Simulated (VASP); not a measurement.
# SiC: band structure with LDA

**The experiment to reproduce.**

“Insight into the structural, elastic and electronic properties of a new orthorhombic 6O-SiC polytype”, 2020, pmc:7200658 quotes, for a bulk crystal of SiC: band gap 2.4 eV (indirect).

SiC:

```
CELL_PARAMETERS angstrom
0.00000 2.17900 2.17900
2.17900 0.00000 2.17900
2.17900 2.17900 0.00000
ATOMIC_POSITIONS crystal
Si 0.00000 0.00000 0.00000
C 0.25000 0.25000 0.25000
```

```yaml
Program: VASP 6.6.1
Task: band structure
Functional: LDA
Potentials_or_basis: VASP PAW LDA potentials, release 64 (Si, C)
Cutoff: 520 eV
k_mesh: 10 × 10 × 10
Occupations: gaussian, width 0.03 eV
Spin: no spin polarisation
Further_INCAR_settings: ALGO = Fast; EDIFF = 1e-07; NBANDS = 11
```

```
Pressure                : -4.0 GPa
Band gap on the k mesh  : 1.30 eV, indirect (least direct gap 4.50 eV)
Band gap along the path : 1.30 eV, indirect (least direct gap 4.50 eV)
```

Levels at the corners of the path, in eV from the valence-band top:
| point | band 1 | band 2 | band 3 | band 4 | band 5 | band 6 | band 7 | band 8 | band 9 |
| --- | --- | --- | --- | --- | --- | --- | --- | --- | --- |
| Γ | -15.32 | 0.00 | 0.00 | 0.00 | 6.29 | 7.19 | 7.19 | 7.19 | 14.46 |
| X | -10.21 | -7.81 | -3.19 | -3.19 | 1.30 | 4.19 | 13.83 | 13.83 | 14.55 |
| X | -10.21 | -7.81 | -3.19 | -3.19 | 1.30 | 4.19 | 13.83 | 13.83 | 14.55 |
| W | -9.97 | -7.03 | -5.02 | -4.71 | 5.13 | 9.34 | 9.36 | 9.61 | 14.02 |
| W | -9.97 | -7.03 | -5.02 | -4.71 | 5.13 | 9.34 | 9.36 | 9.61 | 14.02 |
| K | -10.21 | -7.28 | -5.57 | -2.60 | 3.03 | 7.65 | 11.70 | 12.30 | 12.87 |
| K | -10.21 | -7.28 | -5.57 | -2.60 | 3.03 | 7.65 | 11.70 | 12.30 | 12.87 |
| Γ | -15.32 | 0.00 | 0.00 | 0.00 | 6.29 | 7.19 | 7.19 | 7.19 | 14.46 |
| Γ | -15.32 | 0.00 | 0.00 | 0.00 | 6.29 | 7.19 | 7.19 | 7.19 | 14.46 |
| L | -11.70 | -8.56 | -1.05 | -1.05 | 5.39 | 7.13 | 7.13 | 9.92 | 15.93 |
| L | -11.70 | -8.56 | -1.05 | -1.05 | 5.39 | 7.13 | 7.13 | 9.92 | 15.93 |
| U | -10.21 | -7.28 | -5.57 | -2.60 | 3.03 | 7.65 | 11.70 | 12.30 | 12.87 |
| U | -10.21 | -7.28 | -5.57 | -2.60 | 3.03 | 7.65 | 11.70 | 12.30 | 12.87 |
| W | -9.97 | -7.03 | -5.02 | -4.71 | 5.13 | 9.34 | 9.36 | 9.61 | 14.02 |
| W | -9.97 | -7.03 | -5.02 | -4.71 | 5.13 | 9.34 | 9.36 | 9.61 | 14.02 |
| L | -11.70 | -8.56 | -1.05 | -1.05 | 5.39 | 7.13 | 7.13 | 9.92 | 15.93 |
| L | -11.70 | -8.56 | -1.05 | -1.05 | 5.39 | 7.13 | 7.13 | 9.92 | 15.93 |
| K | -10.21 | -7.28 | -5.57 | -2.60 | 3.03 | 7.65 | 11.70 | 12.30 | 12.87 |
| U | -10.21 | -7.28 | -5.57 | -2.60 | 3.03 | 7.65 | 11.70 | 12.30 | 12.87 |
| X | -10.21 | -7.81 | -3.19 | -3.19 | 1.30 | 4.19 | 13.83 | 13.83 | 14.55 |

Run time: 11 s on 1 thread of Intel(R) Xeon(R) 6975P-C (Granite Rapids) (shared host), peak memory 0.13 GiB.

A measured gap of SiC is 2.4 eV (indirect; quoted in “Insight into the structural, elastic and electronic properties of a new orthorhombic 6O-SiC polytype”, 2020, pmc:7200658); the calculated 1.30 eV misses it by -1.10 eV. The value is that of LDA, without temperature or zero-point motion. Semilocal functionals fall short of measured gaps as a rule.
